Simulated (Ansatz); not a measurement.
**NMR crystallography of HfO₂: given against relaxed positions**

Start: an entry of the Crystallography Open Database (COD), atoms as given.

Space group P2_1/c (No. 14); a = 5.1501, b = 5.1852, c = 5.3418 Å, β = 98.95°.

```
site  Wyckoff  site symmetry       x       y       z
  Hf       4e              1  0.2800  0.0492  0.2170
  O5       4e              1  0.0693  0.3265  0.3429
  O9       4e              1  0.4607  0.7489  0.4888
```

One atom of each set is listed.

Method: Kohn–Sham DFT in Ansatz, PBE, plane waves and PAW (field gradients read without the response of the frozen cores, which leaves them typically 4 to 6 % off), scalar-relativistic, 420 eV cutoff, Γ-centred 5×5×5 k-points, Fermi–Dirac smearing 0.02 eV.

The largest force at the start is 1.3 eV/Å. Relaxing the ions at fixed cell moves them by 0.093 Å at most (atom 11, O) and 0.068 Å rms. End positions:

Hf (0.2756, 0.0416, 0.2085)
O5 (0.0681, 0.3288, 0.3488)
O9 (0.4488, 0.7574, 0.4767)

| site | moved (Å) | first shell before | first shell after | V_zz before (10²¹ V/m²) | η before |
| --- | --- | --- | --- | --- | --- |
| Hf | 0.062 | 7 O at 1.98–2.26 Å | 7 O at 2.04–2.28 Å | 15.50 | 0.39 |
| O5 | 0.035 | 3 Hf at 1.98–2.22 Å | 3 Hf at 2.04–2.16 Å | -1.55 | 0.08 |
| O9 | 0.093 | 4 Hf at 2.13–2.26 Å | 4 Hf at 2.15–2.28 Å | 1.30 | 0.44 |

Problem. How do the gradients change?

Solution. 

```tsv
site	V_zz after	η after	change of V_zz
Hf	10.87	0.28	-4.63
O5	-1.33	0.89	+0.22
O9	1.05	0.83	-0.25
```

The largest change of V_zz is on Hf, from 15.50 to 10.87. In per cent, |V_zz| changes by -30 on Hf, -19 to -14 on O (all sites that start above 0.5). Where |V_zz| stays above 0.1, η moves most on O5, from 0.08 to 0.89.

Without spin–orbit coupling the gradients at and beside Hf can be off by some per cent, at some sites by more.
Before: At this cell the principal stresses reach 5 GPa in size with PBE, which can matter for small gradients.
